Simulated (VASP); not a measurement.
# TiO (P4/mmm) in VASP: a series of runs

Aim: see how the results for TiO move with the level of theory and the settings. Levels: optB88-vdW, vdW-DF-cx, rev-vdW-DF2. Tasks: relaxation of cell and atoms.

All numbers are computed with VASP 6.6.1; they aren't measurements. Logs are shortened: lines on timing, memory, paths and dates and some standing lists are left out, and cuts for length are marked.

## Step 1: The crystal as given

The structure is tetragonal, space group P4/mmm (No. 123). The conventional cell has a = 3.009 Å, b = 3.009 Å, c = 3.680 Å, α = 90.00°, β = 90.00°, γ = 90.00°. Around Ti (site symmetry 4/mmm) lie 2 O at 1.84 Å. O (site symmetry 4/mmm) has 2 Ti at 1.84 Å as nearest neighbours.

The cell was built by a generator and needn't be a form met in nature.

## Step 2: Relaxation of cell and atoms, optB88-vdW

Contents of INCAR:

```
PREC     = Accurate       # precision mode
ENCUT    = 600            # plane-wave cutoff, eV
EDIFF    = 1E-6           # SCF threshold, eV
ISMEAR   = -1             # smearing method
SIGMA    = 0.05           # smearing width, eV
LREAL    = F              # projectors in reciprocal space
LASPH    = T              # aspherical terms in the spheres
NELM     = 60             # most SCF steps
ALGO     = Normal         # electronic algorithm
ISIF     = 3              # what is computed and relaxed
LWAVE    = F              # write WAVECAR
LCHARG   = F              # write CHGCAR
GGA      = BO             # functional
LUSE_VDW = T            
AGGAC    = 0.0          
PARAM1   = 0.1833333333 
PARAM2   = 0.22         
IBRION   = 2              # ionic algorithm
NSW      = 40             # ionic steps
EDIFFG   = -0.01          # ionic threshold
```

Contents of KPOINTS:

```
regular mesh
0
Gamma
  9 9 7
```

Contents of POSCAR:

```
TiO
1.0
    3.0093900000      0.0000000000      0.0000000000
    0.0000000000      3.0093900000      0.0000000000
    0.0000000000      0.0000000000      3.6804200000
Ti O
1 1
Direct
    0.0000000000      0.0000000000      0.0000000000
    0.0000000000      0.0000000000      0.5000000000
```

Potentials or basis: VASP PAW PBE potentials, release 64 (Ti_sv, O).

Run with:

```
$ cat potpaw_PBE.64/Ti_sv/POTCAR potpaw_PBE.64/O/POTCAR > POTCAR
$ mpirun -np 1 vasp_std > vasp.out
```

OUTCAR:

```text
PREC = Accurate
   ENCUT = 600
   EDIFF = 1E-6
   ISMEAR = -1
   LREAL = F
   LASPH = T
   NELM = 60
   ISIF = 3
   GGA = BO
   IBRION = 2
   NSW = 40
   EDIFFG = -0.01

 ion  position               nearest neighbor table
   1  0.000  0.000  0.000-   2 1.84   2 1.84
   2  0.000  0.000  0.500-   1 1.84   1 1.84

  LATTYP: Found a simple tetragonal cell.
 ALAT       =     3.0093900000
 C/A-ratio  =     1.2229787432

  Lattice vectors:

 A1 = (   3.0093900000,   0.0000000000,   0.0000000000)
 A2 = (   0.0000000000,   3.0093900000,   0.0000000000)
 A3 = (   0.0000000000,   0.0000000000,   3.6804200000)

Analysis of symmetry for initial positions (statically):
=====================================================================
 Subroutine PRICEL returns:
 Original cell was already a primitive cell.

 Routine SETGRP: Setting up the symmetry group for a
 simple tetragonal supercell.

 Subroutine GETGRP returns: Found 16 space group operations
 (whereof 16 operations were pure point group operations)
 out of a pool of 16 trial point group operations.

The static configuration has the point symmetry D_4h.

Analysis of symmetry for dynamics (positions and initial velocities):
=====================================================================
 Subroutine PRICEL returns:
 Original cell was already a primitive cell.

 Routine SETGRP: Setting up the symmetry group for a
 simple tetragonal supercell.

 Subroutine GETGRP returns: Found 16 space group operations
 (whereof 16 operations were pure point group operations)
 out of a pool of 16 trial point group operations.

The dynamic configuration has the point symmetry D_4h.

 Subroutine INISYM returns: Found 16 space group operations
 (whereof 16 operations are pure point group operations),
 and found     1 'primitive' translations

----------------------------------------------------------------------------------------

                                     Primitive cell

  volume of cell :      33.3315

  direct lattice vectors                    reciprocal lattice vectors
     3.009390000  0.000000000  0.000000000     0.332293255  0.000000000  0.000000000
     0.000000000  3.009390000  0.000000000     0.000000000  0.332293255  0.000000000
     0.000000000  0.000000000  3.680420000     0.000000000  0.000000000  0.271708120

  length of vectors
     3.009390000  3.009390000  3.680420000     0.332293255  0.332293255  0.271708120

  position of ions in fractional coordinates (direct lattice)
     0.000000000  0.000000000  0.000000000
     0.000000000  0.000000000  0.500000000

  ion indices of the primitive-cell ions
[... 90 lines left out ...]
   ISMEAR =    -1;   SIGMA  =   0.05  broadening in eV -4-tet -1-fermi 0-gaus
   EFERMI_NEDOS =   21; number of points for ismear=-14 and -15
   IALGO  =     38    algorithm
   IMIX   =      4    mixing-type and parameters
     AMIX     =   0.40;   BMIX     =  1.00
     AMIX_MAG =   1.60;   BMIX_MAG =  1.00
  volume/ion in A,a.u.               =      16.67       112.47
  Fermi-wavevector in a.u.,A,eV,Ry     =   1.333156  2.519299 24.181692  1.777304
  Thomas-Fermi vector in A             =   2.462036
   LORBIT       =      0    0 simple, 1 ext, 2 COOP (PROOUT), +10 PAW based schemes
   GGA     = BO    functional components
   LHFCALC =     F    Hartree Fock is set to
   AEXX    =    0.0000 exact exchange contribution
   IVDW_NL    =     1    kernel type
   BPARAM     = 6.3000
   IVDW    =     0    specifies the selected vdW correction
   LEPSILON=     F    determine dielectric tensor
   LRPA    =     F    only Hartree local field effects (RPA)
 conjugate gradient relaxation of ions
 non-spin polarized calculation
  energy-cutoff  :      600.00
  volume of cell :       33.33
 maximum number of plane-waves:      1128
   NGX = 13   NGY = 13   NGZ = 15

--------------------------------------- Ionic step        1  -------------------------------------------

 number of electron      17.9999994 magnetization

 Free energy of the ion-electron system (eV)
  ---------------------------------------------------
  ext. energy  EPLUGINS =         0.00000000
  ---------------------------------------------------
  free energy    TOTEN  =       -11.34087838 eV

  energy without entropy =      -11.32644477  energy(sigma->0) =      -11.33366157

------------------------ aborting loop because EDIFF is reached ----------------------------------------

  FORCE on cell =-STRESS in cart. coord.  units (eV):
  Direction    XX          YY          ZZ          XY          YZ          ZX
  --------------------------------------------------------------------------------------
  -------------------------------------------------------------------------------------
  Total       -0.2929064     -0.2929064      0.3010787      0.0000000      0.0000000     -0.0000000
  in kB      -14.0794304    -14.0794304     14.4722597      0.0000000      0.0000000     -0.0000000
  external PRESSURE =      -4.5622003 kB  Pullay stress =       0.0000000 kB
[... 101 lines left out ...]
--------------------------------------- Ionic step        4  -------------------------------------------

 number of electron      17.9999987 magnetization

 E-fermi :   3.6819     XC(G=0):  -9.9670

 val. band max:        3.5943562381   @ k =   0.3333   0.2222   0.2857
 cond. band min:       3.6975247202   @ k =   0.2222   0.2222   0.0000
 fundamental gap:      0.1031684821
 Fermi energy:         3.6818793691

 k-point     1 :       0.0000    0.0000    0.0000
  band No.  band energies     occupation
      1     -53.2857      2.00000
      2     -29.6668      2.00000
      3     -29.5048      2.00000
      4     -29.5048      2.00000
      5     -14.4379      2.00000
      6       1.0234      2.00000
      7       1.0252      2.00000
      8       1.9754      2.00000
      9       1.9754      2.00000
     10       3.0691      1.99999
     11       5.7457      0.00000
     12       5.7457      0.00000
     13       6.1113      0.00000
[... 405 lines left out ...]
--------------------------------------- Ionic step        5  -------------------------------------------

 number of electron      17.9999987 magnetization

 Free energy of the ion-electron system (eV)
  ---------------------------------------------------
  ext. energy  EPLUGINS =         0.00000000
  ---------------------------------------------------
  free energy    TOTEN  =       -11.34503527 eV

  energy without entropy =      -11.33074915  energy(sigma->0) =      -11.33789221

 E-fermi :   3.7557     XC(G=0): -10.0167

 val. band max:        3.6672963353   @ k =   0.3333   0.2222   0.2857
 cond. band min:       3.7851666744   @ k =   0.2222   0.2222   0.0000
 fundamental gap:      0.1178703391
 Fermi energy:         3.7556861720

 k-point     1 :       0.0000    0.0000    0.0000
  band No.  band energies     occupation
      1     -53.1889      2.00000
      2     -29.5732      2.00000
      3     -29.4019      2.00000
      4     -29.4019      2.00000
      5     -14.3726      2.00000
      6       1.0826      2.00000
      7       1.1087      2.00000
      8       2.0738      2.00000
      9       2.0738      2.00000
     10       3.1345      1.99999
     11       5.8539      0.00000
     12       5.8539      0.00000
     13       6.2325      0.00000
[... 401 lines left out ...]
  energy  without entropy=      -11.3307491549  energy(sigma->0) =      -11.33789221

Total vdW correction in eV:      3.4401624

 reached required accuracy - stopping structural energy minimisation
```

CONTCAR:

```text
TiO
   1.00000000000000
     2.9678360278605025   -0.0000000000000000   -0.0000000000000000
    -0.0000000000000000    2.9678360278605025    0.0000000000000000
    -0.0000000000000000    0.0000000000000000    3.6854799858309399
  Ti              O
     1     1
Direct
     0.0000000000000000    0.0000000000000000    0.0000000000000000
     0.0000000000000000    0.0000000000000000    0.5000000000000000

  0.00000000E+00  0.00000000E+00  0.00000000E+00
  0.00000000E+00  0.00000000E+00  0.00000000E+00
```

It took 77 s on 1 thread of Intel Xeon 6975P-C (Granite Rapids), shared host; peak memory 0.31 GiB.

Results:

```yaml
Free_energy: -11.3450 eV
Relaxed_volume: 16.23 Å³/atom
Relaxed_cell: a = 2.968 Å, b = 2.968 Å, c = 3.685 Å, α = 90.00°, β = 90.00°, γ = 90.00°
Space_group_after_relaxing_to_0.05_Å: P4/mmm (No. 123)
Energy_gained_by_relaxing: 2.1 meV/atom
Ionic_steps: 5
Pressure_after_relaxing: 0.0 GPa
Band_gap_on_the_k_mesh: none (metal or under the smearing width)
```

Step by step:
```
step  energy change (eV)  largest force (eV/Å)  pressure (GPa)  volume (Å³)
   1              0.0000                0.0000           -0.46        33.33
   2             -0.0002                0.0000           -2.16        33.10
   3             -0.0016                0.0000           -1.34        33.21
   4             -0.0037                0.0000           -0.61        32.80
   5             -0.0042                0.0000            0.02        32.46
```

Final structure:
```cif
data_structure
_symmetry_space_group_name_H-M 'P 1'
_symmetry_Int_Tables_number 1
_cell_length_a 2.9678
_cell_length_b 2.9678
_cell_length_c 3.6855
_cell_angle_alpha 90.000
_cell_angle_beta 90.000
_cell_angle_gamma 90.000
_cell_volume 32.46
loop_
_atom_site_label
_atom_site_type_symbol
_atom_site_fract_x
_atom_site_fract_y
_atom_site_fract_z
_atom_site_occupancy
Ti1 Ti 0.00000 0.00000 0.00000 1
O1 O 0.00000 0.00000 0.50000 1
```

Caveat: the PAW data sets were made with another functional, which shifts forces and pressure a little; semilocal functionals often make such compounds metallic where correlation or magnetic order opens a gap, which also shifts bond lengths.

## Step 3: Relaxation of cell and atoms, vdW-DF-cx

INCAR, as its differences from that of step 2:

```diff
@@ -12,7 +12,5 @@
 LCHARG   = F              # write CHGCAR
-GGA      = BO             # functional
+GGA      = CX             # functional
 LUSE_VDW = T            
 AGGAC    = 0.0          
-PARAM1   = 0.1833333333 
-PARAM2   = 0.22         
 IBRION   = 2              # ionic algorithm
```

KPOINTS is that of step 2.

POSCAR is that of step 2.

Potentials or basis: VASP PAW PBE potentials, release 64 (Ti_sv, O).

Run with:

```
$ cat potpaw_PBE.64/Ti_sv/POTCAR potpaw_PBE.64/O/POTCAR > POTCAR
$ mpirun -np 1 vasp_std > vasp.out
```

It took 2.5 min on 1 thread of Intel Xeon 6975P-C (Granite Rapids), shared host; peak memory 0.31 GiB.

The run converged. Its results:

* Free energy: -11.4836 eV
* Relaxed volume: 15.87 Å³/atom
* Relaxed cell: a = 2.940 Å, b = 2.940 Å, c = 3.671 Å, α = 90.00°, β = 90.00°, γ = 90.00°
* Space group after relaxing (to 0.05 Å): P4/mmm (No. 123)
* Energy gained by relaxing: 6.5 meV/atom
* Ionic steps: 10
* Pressure after relaxing: -0.1 GPa
* Band gap on the k mesh: none (metal or under the smearing width)

Step by step:
| step | energy change (eV) | largest force (eV/Å) | pressure (GPa) | volume (Å³) |
| --- | --- | --- | --- | --- |
| 1 | 0.0000 | 0.0000 | -2.35 | 33.33 |
| 2 | -0.0035 | 0.0000 | 1.81 | 32.17 |
| 3 | -0.0055 | 0.0000 | 0.18 | 32.60 |
| 4 | -0.0109 | 0.0000 | 0.12 | 32.17 |
| 5 | -0.0130 | 0.0000 | 0.10 | 31.65 |
| 6 | -0.0130 | 0.0000 | 0.19 | 31.67 |
| 7 | -0.0125 | 0.0000 | 0.12 | 31.92 |
| 8 | -0.0130 | 0.0000 | 0.10 | 31.71 |
| 9 | -0.0130 | 0.0000 | 0.06 | 31.69 |
| 10 | -0.0130 | 0.0000 | -0.05 | 31.74 |

Final structure:
```
Ti O
1.0
     2.94030    0.00000    0.00000
     0.00000    2.94030    0.00000
     0.00000    0.00000    3.67085
Ti O
1 1
Cartesian
  0.0000 2.9403 0.0000
  2.9403 0.0000 1.8354
```

Levels at points of the mesh, in eV from the Fermi level:
```tsv
k point	band 6	band 7	band 8	band 9	band 10	band 11	band 12	band 13
(0.00, 0.00, 0.00)	-2.75	-2.63	-1.65	-1.65	-0.60	2.16	2.16	2.62
```

Caveat: the PAW data sets were made with another functional, which shifts forces and pressure a little; semilocal functionals often make such compounds metallic where correlation or magnetic order opens a gap, which also shifts bond lengths.

## Step 4: Relaxation of cell and atoms, rev-vdW-DF2

INCAR, as its differences from that of step 3:

```diff
@@ -12,5 +12,8 @@
 LCHARG   = F              # write CHGCAR
-GGA      = CX             # functional
+GGA      = MK             # functional
 LUSE_VDW = T            
 AGGAC    = 0.0          
+PARAM1   = 0.1234       
+PARAM2   = 0.711357     
+ZAB_VDW  = -1.8867      
 IBRION   = 2              # ionic algorithm
```

KPOINTS is that of step 3.

POSCAR is that of step 3.

Run with:

```
$ cat potpaw_PBE.64/Ti_sv/POTCAR potpaw_PBE.64/O/POTCAR > POTCAR
$ mpirun -np 1 vasp_std > vasp.out
```

Wall time 2.9 min (1 thread of Intel Xeon 6975P-C (Granite Rapids), shared host); peak memory 0.31 GiB.

It converged, with:

| Property | Result |
| --- | --- |
| Free energy | -11.9623 eV |
| Relaxed volume | 16.16 Å³/atom |
| Relaxed cell | a = 2.964 Å, b = 2.964 Å, c = 3.678 Å, α = 90.00°, β = 90.00°, γ = 90.00° |
| Space group after relaxing (to 0.05 Å) | P4/mmm (No. 123) |
| Energy gained by relaxing | 2.6 meV/atom |
| Ionic steps | 13 |
| Pressure after relaxing | 0.0 GPa |
| Band gap on the k mesh | none (metal or under the smearing width) |

Step by step:
```csv
step,energy change (eV),largest force (eV/Å),pressure (GPa),volume (Å³)
1,0.0000,0.0000,-1.15,33.33
2,-0.0039,0.0000,-0.27,32.76
3,-0.0048,0.0000,0.66,32.21
4,-0.0007,0.0000,-1.39,32.07
5,-0.0051,0.0000,0.24,32.18
6,-0.0052,0.0000,-0.02,32.29
7,-0.0052,0.0000,-0.02,32.30
8,-0.0052,0.0000,-0.01,32.32
9,-0.0052,0.0000,-0.21,32.37
10,-0.0052,0.0000,-0.15,32.34
11,-0.0052,0.0000,-0.14,32.33
12,-0.0051,0.0000,0.28,32.27
13,-0.0052,0.0000,0.00,32.31
```

Final structure:
```xyz
2
Lattice="2.9639 0.0000 0.0000 0.0000 2.9639 0.0000 0.0000 0.0000 3.6783" Properties=species:S:1:pos:R:3 pbc="T T T"
Ti    0.0000    0.0000    0.0000
O     0.0000    0.0000    1.8392
```

Levels at points of the mesh, in eV from the Fermi level:
| k point | band 5 | band 6 | band 7 | band 8 | band 9 | band 10 | band 11 | band 12 | band 13 |
| --- | --- | --- | --- | --- | --- | --- | --- | --- | --- |
| (0.00, 0.00, 0.00) | -18.15 | -2.71 | -2.65 | -1.70 | -1.70 | -0.60 | 2.10 | 2.10 | 2.51 |

Caveat: the PAW data sets were made with another functional, which shifts forces and pressure a little; semilocal functionals often make such compounds metallic where correlation or magnetic order opens a gap, which also shifts bond lengths.

## Step 5: Summary

| level | gap on the mesh (eV) | pressure (GPa) | relaxed volume (Å³/atom) |
| --- | --- | --- | --- |
| optB88-vdW | none | 0.0 | 16.23 |
| vdW-DF-cx | none | -0.1 | 15.87 |
| rev-vdW-DF2 | none | 0.0 | 16.16 |

Alike in all rows: task relaxation of cell and atoms; potentials or basis VASP PAW PBE potentials, release 64 (Ti_sv, O); no spin polarisation; cell relaxed; k mesh 9 × 9 × 7; cutoff (eV) 600; smearing fermi-dirac 0.05 eV.

Caveats: the PAW data sets were made with another functional, which shifts forces and pressure a little; semilocal functionals often make such compounds metallic where correlation or magnetic order opens a gap, which also shifts bond lengths.

Absolute energies hang on the potentials; compare differences alone.
